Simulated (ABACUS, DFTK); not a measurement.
This is a calculation of Ge for DFTK 0.8.2. This isn't the form of Ge at room conditions, which is diamond.

Contents of run.jl:

```julia
using DFTK
using PseudoPotentialData
using Unitful, UnitfulAtomic
using LinearAlgebra, Printf
include("save.jl")
disable_threading()

# lattice vectors are the columns
lattice = austrip(1u"Å") * [  3.9975858431  -1.9987929216            0.0;
                      0.0    3.462010894            0.0;
                      0.0            0.0     6.59937795]
symbols   = [:Ge, :Ge, :Ge, :Ge]
positions = [[0.3333333333, 0.6666666667, 0.93709875],
             [0.6666666667, 0.3333333333, 0.43709875],
             [0.3333333333, 0.6666666667, 0.56290125],
             [0.6666666667, 0.3333333333, 0.06290125]]
pseudopotentials = PseudoFamily("dojo.nc.sr.pbesol.v0_4_1.standard.upf")
elements = Dict(s => ElementPsp(s, pseudopotentials) for s in unique(symbols))
atoms    = [elements[s] for s in symbols]

build_model(lattice, positions; symmetries=true) =
    model_DFT(lattice, atoms, positions;
              functionals=PBEsol(),
              temperature=austrip(0.05u"eV"),
              smearing=Smearing.FermiDirac(),
              symmetries)
Ecut  = 39.0  # hartree
kgrid = [8, 8, 4]
tol   = 1e-6
to_GPa = ustrip(uconvert(u"GPa", 1u"hartree/bohr^3"))

model = build_model(lattice, positions)
basis = PlaneWaveBasis(model; Ecut, kgrid)
display(basis)
scfres = self_consistent_field(basis;
                               tol,
                               nbandsalg=AdaptiveBands(model; n_bands_converge=35))
display(scfres.energies)
@printf "Fermi level: %.6f eV\n" ustrip(auconvert(u"eV", something(scfres.εF, NaN)))
forces = compute_forces_cart(scfres)
println("Forces (eV/Å)")
for (s, f) in zip(symbols, forces)
    @printf "%-3s %12.6f %12.6f %12.6f\n" s ustrip.(auconvert.(u"eV/Å", f))...
end
stress = compute_stresses_cart(scfres)
println("Stress (GPa)")
display(round.(stress * to_GPa; digits=4))
println("Levels at the first k-point (eV): ", round.(ustrip.(auconvert.(u"eV", scfres.eigenvalues[1][1:scfres.n_bands_converge])); digits=4))
save_scf!(scfres; forces, stress)
```

Potentials or basis: dojo.nc.sr.pbesol.v0_4_1.standard.upf (PBEsol).

Run with:

```console
$ julia --threads=1 run.jl  # save.jl only writes the numbers to a file and isn't shown; printed stress counts tension as positive; times include loading and compiling
```

What does the same run look like in ABACUS 3.10.1? Potentials or basis there: PseudoDojo NC SR 0.4.1 PBEsol standard, plane waves, cutoff 1075 eV.

As run (cutoffs and basis follow the program's own potentials, and thresholds, step limits or extra output files can differ):

The input INPUT:

```
INPUT_PARAMETERS
suffix              Ge
calculation         scf
basis_type          pw
pseudo_dir          ./
symmetry            1
dft_functional      pbesol
ecutwfc             79
pseudo_rcut         7
nspin               1
nbands              34
ks_solver           dav
smearing_method     fd
smearing_sigma      0.00367493
scf_thr             1e-08
scf_nmax            100
mixing_type         broyden
mixing_beta         0.7
cal_force           1
cal_stress          1
out_chg             1
out_pot             2
out_elf             1
```

Contents of STRU:

```
ATOMIC_SPECIES
Ge 72.6300 Ge.upf

LATTICE_CONSTANT
1.8897261246

LATTICE_VECTORS
3.9975858431 0.0000000000 0.0000000000
-1.9987929216 3.4620108940 0.0000000000
0.0000000000 0.0000000000 6.5993779500

ATOMIC_POSITIONS
Direct

Ge
0.0
4
0.3333333333 0.6666666667 0.9370987500 1 1 1
0.6666666667 0.3333333333 0.4370987500 1 1 1
0.3333333333 0.6666666667 0.5629012500 1 1 1
0.6666666667 0.3333333333 0.0629012500 1 1 1
```

KPT

```
K_POINTS
0
Gamma
8 8 4 0 0 0
```

Potentials or basis: PseudoDojo NC SR 0.4.1 PBEsol standard, plane waves.

Run with:

```sh
$ OMP_NUM_THREADS=1 mpirun -np 4 abacus > log
```

Both were run:

|  | DFTK | ABACUS |
| --- | --- | --- |
| Pressure | 0.0 GPa | 0.0 GPa |

Pressure is positive in compression.
